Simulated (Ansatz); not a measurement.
# Σ11 (113) boundary in fcc Cu with B (interstitial): structure and resistance, part 2 of 2

How much does the Σ11 (113) boundary in fcc Cu with B (interstitial) reflect electrons?

Ansatz 0.2.0; Ansatz plane-wave DFT, PBE, PAW files; relaxation of a bicrystal slab with its lowest layers held; PAW set soft_1 (the session's first sound run).

So far. Step 2 (Relaxing the bicrystal): The largest force component on a free atom ends at 0.0089 eV/Å, under the tolerance of 0.03, after 6 steps.

### Step 3. Transmission across the boundary

Bulk layers of each grain are laid under and over the relaxed boundary, and a lead is named in the middle of each, away from the free faces. The mesh across the current, 16×16, is finer than the density's, because channels open and close sharply across the zone. Energies from -0.1 to 0.1 eV in steps of 0.05 eV are too few for the program's thermal sum, so it prints no conductance; for a metal the transmission near the Fermi level serves, at a fraction of the cost.

This step: Ansatz plane-wave DFT, PBE, PAW files; ballistic transport by layer matching (Landauer), zero bias; boundary relaxed in a short slab, bulk layers laid on; PAW set soft_1 (Ansatz 0.2.0).

System of this step: Σ11 (113) boundary in fcc Cu with B (interstitial). The cell holds 81 atoms: 80 Cu and 1 B. Its edges and angles: a = 5.112 Å, b = 4.427 Å, c = 50.879 Å, α = 90.0°, β = 90.0°, γ = 73.2°. It derives from Cu. Regions: lower grain, 32 atoms (32 Cu); boundary, 23 atoms (22 Cu and 1 B); upper grain, 26 atoms (26 Cu). Vacuum lies along c.

File input.yaml:

```yaml
crystal:
  lattice:
    - [5.1123254594, 0.0, 0.0]
    - [1.2780813649, 4.2389163388, 0.0]
    - [0.0, 0.0, 50.8794588204]
  atoms:
    - { symbol: Cu, position: [2.8636363637, -11.4545454546, 0.0786171884] }
    - { symbol: Cu, position: [3.3636363637, -11.4545454546, 0.0786171884] }
    - { symbol: Cu, position: [2.7272727273, -10.9090909091, 0.100039418] }
    - { symbol: Cu, position: [3.2272727273, -10.9090909091, 0.100039418] }
    - { symbol: Cu, position: [2.590909091, -10.3636363637, 0.1214616477] }
    - { symbol: Cu, position: [3.090909091, -10.3636363637, 0.1214616477] }
    - { symbol: Cu, position: [2.4545454546, -9.8181818182, 0.1428838773] }
    - { symbol: Cu, position: [2.9545454546, -9.8181818182, 0.1428838773] }
    - { symbol: Cu, position: [2.3181818182, -9.2727272728, 0.1643061069] }
    - { symbol: Cu, position: [2.8181818182, -9.2727272728, 0.1643061069] }
    - { symbol: Cu, position: [2.1818181819, -8.7272727273, 0.1857283365] }
    - { symbol: Cu, position: [2.6818181819, -8.7272727273, 0.1857283365] }
    - { symbol: Cu, position: [2.0454545455, -8.1818181818, 0.2071505662] }
    - { symbol: Cu, position: [2.5454545455, -8.1818181818, 0.2071505662] }
    - { symbol: Cu, position: [1.9090909091, -7.6363636364, 0.2285727958] }
    - { symbol: Cu, position: [2.4090909091, -7.6363636364, 0.2285727958] }
    - { symbol: Cu, position: [1.7727272728, -7.0909090909, 0.2499950254] }
    - { symbol: Cu, position: [2.2727272728, -7.0909090909, 0.2499950254] }
    - { symbol: Cu, position: [1.6363636364, -6.5454545455, 0.2714172551] }
    - { symbol: Cu, position: [2.1363636364, -6.5454545455, 0.2714172551] }
    - { symbol: Cu, position: [1.5, -6.0, 0.2928394847] }
    - { symbol: Cu, position: [2.0, -6.0, 0.2928394847] }
    - { symbol: Cu, position: [1.3636363636, -5.4545454546, 0.3142617143] }
    - { symbol: Cu, position: [1.8636363636, -5.4545454546, 0.3142617143] }
    - { symbol: Cu, position: [1.2272727273, -4.9090909091, 0.3356839439] }
    - { symbol: Cu, position: [1.7272727273, -4.9090909091, 0.3356839439] }
    - { symbol: Cu, position: [1.0909090909, -4.3636363637, 0.3571061736] }
    - { symbol: Cu, position: [1.5909090909, -4.3636363637, 0.3571061736] }
    - { symbol: Cu, position: [0.9545454545, -3.8181818182, 0.3785284032] }
    - { symbol: Cu, position: [1.4545454545, -3.8181818182, 0.3785284032] }
    - { symbol: Cu, position: [0.8181818182, -3.2727272728, 0.3999506328] }
    - { symbol: Cu, position: [1.3181818182, -3.2727272728, 0.3999506328] }
    - { symbol: Cu, position: [0.6818181818, 0.2727272727, 0.4213728625] }
    - { symbol: Cu, position: [0.1818181818, 0.2727272727, 0.4213728625] }
    - { symbol: Cu, position: [0.5452132565, 0.8144551446, 0.4436894221] }
    - { symbol: Cu, position: [0.0472962012, 0.815181527, 0.4435219644] }
    - { symbol: Cu, position: [0.4097660463, 0.3552573913, 0.4642238398] }
    - { symbol: Cu, position: [0.9124358674, 0.3559468554, 0.4640751259] }
    - { symbol: Cu, position: [0.2740339472, 0.8991709022, 0.4880490517] }
    - { symbol: Cu, position: [0.7729272869, 0.9091534932, 0.4865243172] }
    - { symbol: Cu, position: [0.1294323335, 0.4441880239, 0.5068183118] }
    - { symbol: Cu, position: [0.6490319091, 0.4475277199, 0.5067589711] }
    - { symbol: Cu, position: [-0.0134614287, 0.0012730229, 0.5323690481] }
    - { symbol: Cu, position: [0.4974946957, 0.023914887, 0.5323266367] }
    - { symbol: B, position: [0.3412792235, 0.6482127557, 0.532048489] }
    - { symbol: Cu, position: [0.1295919029, 0.4455488835, 0.5573553616] }
    - { symbol: Cu, position: [0.6488003587, 0.4489732769, 0.5574122613] }
    - { symbol: Cu, position: [0.2737906684, 0.9004912007, 0.5766489622] }
    - { symbol: Cu, position: [0.77299725, 0.910263351, 0.578105414] }
    - { symbol: Cu, position: [0.4093274718, 0.357551098, 0.5999448569] }
    - { symbol: Cu, position: [0.9122365553, 0.3580550796, 0.6000866575] }
    - { symbol: Cu, position: [0.5451699273, 0.8146160671, 0.6209572004] }
    - { symbol: Cu, position: [0.0474594196, 0.8150676867, 0.6211529056] }
    - { symbol: Cu, position: [0.6824703825, 0.2690419571, 0.6428601923] }
    - { symbol: Cu, position: [0.1833780763, 0.2692423138, 0.6429274605] }
    - { symbol: Cu, position: [0.8192878658, -3.27631241, 0.6643160561] }
    - { symbol: Cu, position: [1.3192878658, -3.27631241, 0.6643160561] }
    - { symbol: Cu, position: [0.9556515021, -3.8217669555, 0.6857382857] }
    - { symbol: Cu, position: [1.4556515021, -3.8217669555, 0.6857382857] }
    - { symbol: Cu, position: [1.0920151385, -4.3672215009, 0.7071605153] }
    - { symbol: Cu, position: [1.5920151385, -4.3672215009, 0.7071605153] }
    - { symbol: Cu, position: [1.2283787749, -4.9126760464, 0.7285827449] }
    - { symbol: Cu, position: [1.7283787749, -4.9126760464, 0.7285827449] }
    - { symbol: Cu, position: [1.3647424112, -5.4581305918, 0.7500049746] }
    - { symbol: Cu, position: [1.8647424112, -5.4581305918, 0.7500049746] }
    - { symbol: Cu, position: [1.5011060476, -6.0035851373, 0.7714272042] }
    - { symbol: Cu, position: [2.0011060476, -6.0035851373, 0.7714272042] }
    - { symbol: Cu, position: [1.637469684, -6.5490396827, 0.7928494338] }
    - { symbol: Cu, position: [2.137469684, -6.5490396827, 0.7928494338] }
    - { symbol: Cu, position: [1.7738333203, -7.0944942282, 0.8142716635] }
    - { symbol: Cu, position: [2.2738333203, -7.0944942282, 0.8142716635] }
    - { symbol: Cu, position: [1.9101969567, -7.6399487737, 0.8356938931] }
    - { symbol: Cu, position: [2.4101969567, -7.6399487737, 0.8356938931] }
    - { symbol: Cu, position: [2.0465605931, -8.1854033191, 0.8571161227] }
    - { symbol: Cu, position: [2.5465605931, -8.1854033191, 0.8571161227] }
    - { symbol: Cu, position: [2.1829242295, -8.7308578646, 0.8785383523] }
    - { symbol: Cu, position: [2.6829242295, -8.7308578646, 0.8785383523] }
    - { symbol: Cu, position: [2.3192878658, -9.27631241, 0.899960582] }
    - { symbol: Cu, position: [2.8192878658, -9.27631241, 0.899960582] }
    - { symbol: Cu, position: [2.4556515022, -9.8217669555, 0.9213828116] }
    - { symbol: Cu, position: [2.9556515022, -9.8217669555, 0.9213828116] }
kpoints:
  mp_grid: { grid: [6, 6, 1] }
hamiltonian:
  xc: pbe
  pseudopotentials: { kind: paw, azcp: { folder: soft_1 } }
scf:
  occupations: { method: fermi_dirac, width: 0.1 }
output:
  transmission:
    leads: [[18, 20], [65, 67]]
    kmesh: [16, 16]
    e_range: [-0.1, 0.1]
    de: 0.05
  write_potential: true
  write_density: true
  volumetric_format: npy
  elf: true
```

On the command line:

```console
$ ansatz run input.yaml --threads 4 --pin off --max-ram 15360MiB --backend cpu --events-out ev --progress --plain --runs-dir out
```

Numbers of over 12 decimals in the logs are rounded to 6 here.

Log:

```text
[...]
Crystal: 81 atoms, lattice volume = 1102.595 Å³
Basis set: ecut = 420 eV, 21665 PW (Γ)
Bands: 914, of which v1, the nominal top of the filled ones, is band 762 counted from 1 (761 counted from 0)
Symmetry: 1 space group operations
[...]
k-points: 20 of 36 (time reversal used)
[...]
SCF iter   1: F=—  HF=-530240.898506 eV  |F-HF|=—  |Δ(HF+E_count)|=         —  Δρ=2.50e-1  dr2=4.26e2  ethr=3.10e-3  ⟨swp⟩=4.8  Hψ=58705  notcnv=0  defer=1724
[...]
SCF iter  15: F=-530165.699220 eV  HF=-530165.699220 eV  |F-HF|=2.93e-8  |Δ(HF+E_count)|=   4.41e-8  Δρ=2.20e-6  dr2=6.68e-8  ethr=6.57e-12  ⟨swp⟩=10.3  Hψ=79858  notcnv=0
SCF 1 converged in 15 iterations: F = -530165.699220 eV  dr2 = 6.68e-8
[...]
transmission: 676 of 6760 steps passed
transmission: 1352 of 6760 steps passed
[...]
transmission: 6760 of 6760 steps passed
WARN: The input density's exchange-correlation potential varies sharply where the density is thin. Do not read a vacuum level from v_tot or v_xc, or from such a field of the output density. On a cell that repeats whose density bears no net charge and no dipole along the vacuum's axis use v_es (v_loc + v_h of the components); under efield.dipole_correction with no amplitude use v_es + v_field, which holds any external [...]
SCF converged after 15 iterations
the last check of whether an eigenvalue changes by more than its tolerance under the output density was not made (no_room)
Free energy (F): -530165.699220 eV
[...]
Internal energy: -530164.857735 eV  (E = F + TS)
E sigma→0 (E₀):  -530165.278477 eV
Entropy (-TS):   -0.841486 eV (-10.389 meV/atom)
Fermi energy:    13.502308 eV
[...]
--- Band table (eV; the first three rows and the last of 20) ---
  k-point 0: bands = [... 758 lower, 13.5430, 13.5542, 13.6295, 13.7282, 13.7877, 13.8170, 13.9863, 14.0715, ... 148 higher]
  k-point 1: bands = [... 758 lower, 13.5500, 13.6519, 13.7499, 13.7995, 13.8418, 13.8627, 13.8697, 13.9370, ... 148 higher]
  k-point 2: bands = [... 758 lower, 13.2718, 13.3177, 13.3376, 13.4086, 13.4339, 13.5094, 13.5496, 13.6342, ... 148 higher]
  k-point 19: bands = [... 758 lower, 12.8132, 12.8303, 12.9492, 12.9786, 13.0276, 13.0906, 13.1842, 13.2020, ... 148 higher]
--- Transmission ---
  basis      : 191 plane waves across, 52 finite elements along
  points     : 130, standing for a mesh of 16 x 16
  energies   : 5 from -0.100000 to 0.100000 eV about the Fermi level, 0.050000 eV apart; the leads are filled to 0.000000 eV, and channels, transmission and decay are at 0.000000 eV
  crystal 0  : Cu4, at the sites [18, 20], period 2.1799 Å, over 18.53 Å; its Hamiltonian steps by up to 3.4 meV
    offset         : up to 0.0000 Å between an atom of the period and one for which it stands
    channels       : 3.097656e0 a spin
    conductance    : none, the energies end too early or step too widely for 300 K: set another output.transmission.e_range or a lower de, or, where they end at an eighth of basis.ecutwfc, a higher one
[...]
channels       : 3.113281e0 a spin
[...]
junction   : crystal 0 to crystal 1, 13.26 to 39.79 Å
    transmission   : 2.196789e0 a spin
[...]
```

The job ended after 72 min (4 threads of Arm Neoverse V2, shared host; peak memory 11 GiB; 4.6 h of CPU time).

The column dr2 measures how far the density is from self-consistency, as an energy; F and HF (Harris–Foulkes) agree once it is small.

This step gave:

| Item | Value |
| --- | --- |
| free energy | -530165.6992 eV |
| energy at zero smearing | -530165.2785 eV |
| Fermi energy | 13.50 eV |
| cell area | 21.67 Å² |
| transmission per spin nearest the Fermi level | 2.197 |
| open channels per spin nearest the Fermi level | 3.098 |
| open channels per spin, upper lead | 3.113 |
| step of the lead's potential | 3.4 meV |
| step of the upper lead's potential | 4.9 meV |

Per spin. The transmission, zone mean by energy, zero at the Fermi level:

```
energy (eV)  transmission, zone mean
    -0.1000                     2.22
    -0.0500                     2.21
     0.0000                     2.20
     0.0500                     2.19
     0.1000                     2.20
```

Per spin. Table of open channels, zone mean by energy, zero at the Fermi level:

```
energy (eV)  lead  upper lead
    -0.1000  3.06        3.06
    -0.0500  3.09        3.09
     0.0000  3.10        3.11
     0.0500  3.11        3.11
     0.1000  3.13        3.13
```

Transmission over k1 and k2. At 0.0000 eV from the Fermi level.

Ten even steps from '_' (0.90) to '@' (3.44):
```
@@@@%%++--..__________==##@@@@@@
@@##**====..__..__----##%%@@@@@@
**--++++++==----**::++##%%@@@@%%
++******++++==--==..++##%%%%##**
**********++++--==--==**##**--**
**********++======----====::==++
----==++++++--==::::--==__------
====----::::..::..::..::::----==
--------__==--::::==--++++++==--
**++==::====----======++********
****--**##**==--==--++++********
++**##%%%%##++..==--==++++******
**%%@@@@%%##++::**----==++++++--
@@@@@@@@%%##----__..__..====**##
@@@@@@@@##==__________..--++%%@@
@@@@@@%%++______________++%%@@@@
```
Columns: k1 (b1) from -0.5 to 0.438; rows upwards: k2 (b2) from -0.5 to 0.438.

Open channels over k1 and k2. At 0.0000 eV from the Fermi level.

Values, 16 rows by 16 columns:
```
4.00 4.00 4.00 3.00 3.00 2.00 2.00 2.00 2.00 2.00 2.00 4.00 4.00 4.00 4.00 4.00
4.00 4.00 3.00 3.00 3.00 3.00 2.00 2.00 2.00 3.00 4.00 4.00 4.00 4.00 4.00 4.00
3.00 3.00 3.00 3.00 3.00 3.00 3.00 3.00 3.00 3.00 4.00 4.00 4.00 4.00 4.00 4.00
3.00 3.00 3.00 3.00 3.00 3.00 3.00 3.00 3.00 3.00 4.00 4.00 4.00 4.00 4.00 3.00
3.00 3.00 3.00 3.00 3.00 3.00 3.00 3.00 3.00 4.00 4.00 4.00 4.00 3.00 3.00 3.00
3.00 3.00 3.00 3.00 3.00 3.00 3.00 3.00 3.00 3.00 3.00 3.00 3.00 3.00 3.00 3.00
2.00 2.00 3.00 3.00 3.00 3.00 3.00 3.00 3.00 3.00 3.00 3.00 2.00 2.00 2.00 2.00
2.00 2.00 2.00 2.00 2.00 3.00 3.00 3.00 3.00 3.00 3.00 3.00 2.00 2.00 2.00 2.00
2.00 2.00 2.00 2.00 2.00 3.00 3.00 3.00 3.00 3.00 3.00 3.00 3.00 3.00 3.00 2.00
3.00 3.00 3.00 3.00 3.00 3.00 3.00 3.00 3.00 3.00 3.00 3.00 3.00 3.00 3.00 3.00
3.00 3.00 3.00 3.00 4.00 4.00 4.00 4.00 3.00 3.00 3.00 3.00 3.00 3.00 3.00 3.00
3.00 3.00 4.00 4.00 4.00 4.00 4.00 3.00 3.00 3.00 3.00 3.00 3.00 3.00 3.00 3.00
3.00 4.00 4.00 4.00 4.00 4.00 4.00 3.00 3.00 3.00 3.00 3.00 3.00 3.00 3.00 3.00
4.00 4.00 4.00 4.00 4.00 4.00 4.00 3.00 2.00 2.00 2.00 3.00 3.00 3.00 3.00 4.00
4.00 4.00 4.00 4.00 4.00 4.00 2.00 2.00 2.00 2.00 2.00 2.00 3.00 3.00 4.00 4.00
4.00 4.00 4.00 4.00 4.00 2.00 2.00 2.00 2.00 2.00 2.00 2.00 4.00 4.00 4.00 4.00
```
Columns: k1 (b1) from -0.5 to 0.438; rows upwards: k2 (b2) from -0.5 to 0.438.

ELF in the cb plane at fractional x = 0.341, with atoms of Cu and B within 0.2 Å of it. It is the smooth field of the valence electrons, not physical close to the nuclei.

Values, 7 rows by 16 columns, each cell a mean:
```
0.24 0.19 0.18 0.23 0.18 0.20 0.23 0.18 0.34 0.30 0.17 0.21 0.20 0.18 0.24 0.17
0.23 0.22 0.29 0.22 0.21 0.23 0.17 0.25 0.49 0.49 0.17 0.17 0.25 0.21 0.20 0.35
0.25 0.19 0.21 0.22 0.24 0.21 0.21 0.36 0.29 0.45 0.26 0.21 0.22 0.24 0.20 0.24
0.25 0.21 0.21 0.23 0.19 0.17 0.22 0.25 0.53 0.45 0.23 0.19 0.18 0.21 0.22 0.20
0.17 0.17 0.22 0.18 0.18 0.22 0.19 0.17 0.27 0.24 0.19 0.18 0.22 0.20 0.17 0.23
0.16 0.16 0.19 0.17 0.21 0.17 0.22 0.21 0.17 0.19 0.22 0.20 0.17 0.21 0.16 0.19
0.19 0.20 0.22 0.20 0.22 0.22 0.17 0.20 0.16 0.18 0.18 0.17 0.23 0.21 0.19 0.23
```
Columns run along c (16.0 Å, from fractional 0.36 to 0.68 of the cell), rows up along b (4.4 Å). Atoms in or near the plane, at fractional coordinates: Cu at (0.40, 0.73), B at (0.53, 0.65), Cu at (0.66, 0.72).

Electrostatic potential energy in the cb plane at fractional x = 0.341, with atoms of Cu and B within 0.2 Å of it. With pseudopotentials it is smooth inside the atoms' cores, unlike the true potential.

Values in eV, 7 rows by 16 columns, each cell a mean:
```
 15   6   2  14  11   8 -40   1  10  12 -16 -28  13  11  13  -2
 14 -20 -31  13  13  11 -21   6  -5   4  -4 -12  14  13   6 -42
 14 -12 -21  15  14  11  12  13 -18  -5  13  12  11  15   9 -33
 14  11  11  15   5 -24  11  12   5   9  13   2 -23  13  14   9
  2   1  11   8   0 -36   9  12  13  13  12  -4 -34  11   6  13
 -9  -9   8   1  12   1  14  14   7  10  14  11   3  12  -2  11
  9   8  13  11  14  13  -2  11   0   7   6   2  15  13  11  14
```
Columns run along c (16.0 Å, from fractional 0.36 to 0.68 of the cell; values clipped at the 3rd and 97th percentile), rows up along b (4.4 Å). Atoms in or near the plane, at fractional coordinates: Cu at (0.40, 0.73), B at (0.53, 0.65), Cu at (0.66, 0.72).

Valence density in the cb plane at fractional x = 0.341, with atoms of Cu and B within 0.2 Å of it. It is the smooth field of the valence electrons, not physical close to the nuclei.

Values in e/Å³, 7 rows by 16 columns, each cell a mean:
```
 0  1  1  0  0  0 11  1  0  0  4  8  0  0  0  1
 0  8 16  0  0  0  4  1  1  0  2  3  0  0  1 22
 0  4  8  0  0  0  0  0  1  1  0  0  0  0  0 11
 0  0  0  0  1  5  0  0  0  0  0  1  5  0  0  0
 1  1  0  0  1 10  0  0  0  0  0  1  9  0  1  0
 2  2  0  1  0  1  0  0  0  0  0  0  1  0  1  0
 0  0  0  0  0  0  1  0  1  0  1  1  0  0  0  0
```
Columns run along c (16.0 Å, from fractional 0.36 to 0.68 of the cell), rows up along b (4.4 Å). Atoms in or near the plane, at fractional coordinates: Cu at (0.40, 0.73), B at (0.53, 0.65), Cu at (0.66, 0.72).

Over the solved energies the transmission per spin lies between 2.19 and 2.22, out of 3.10 channels of the lead on average (up to 3.13).

### Step 4. Specific resistance

This step: Ansatz plane-wave DFT, PBE, PAW files; ballistic transport by layer matching (Landauer), zero bias; specific resistance of the boundary; PAW set soft_1 (Ansatz 0.2.0).

This step gave:

- area resistance: 0.3668 fΩ m²
- T over the leads' mean channel count: 0.7110

Averaged over the energies near the Fermi level, 71.1 % of the channels pass, which makes 0.367 fΩ m².

By hand, with T and the leads' channels N averaged over the energies near the Fermi level: RA = A (h/2e²)(1/T − ½[1/N₁ + 1/N₂]) = 21.67×10⁻²⁰ m² × 12 906 Ω × (1/2.204 − ½[1/3.098 + 1/3.101]) = 0.367 fΩ m².

### Step 5. Results

| Item | Value |
| --- | --- |
| specific resistance of the boundary | 0.367 fΩ m² |
| share of channels that pass | 0.711 |

In words: The boundary has a specific resistance of 0.37 fΩ m². The boundary reflects 29 % of the channels; 0.37 fΩ m² is 3.7×10⁻¹² Ω·cm². That equals the resistance of 21 nm of bulk Cu at 300 K (measured 1.725 µΩ cm, CRC Handbook of Chemistry and Physics, 84th ed., 2003, Electrical Resistivity of Pure Metals). One B in 21.7 Å² of boundary is a high coverage. One starting structure was relaxed; another shift or atom count at the boundary may lie lower.

[Logs are printed without paths, hosts, clocks, repeated set-up lines and the standing remarks that a program may print on its own settings, such as how far it seeks lower states.]

[Hosts, paths, dates, database ids (printed as entryN), source tags and the programs' standing remarks are cut or masked in the printed files.]
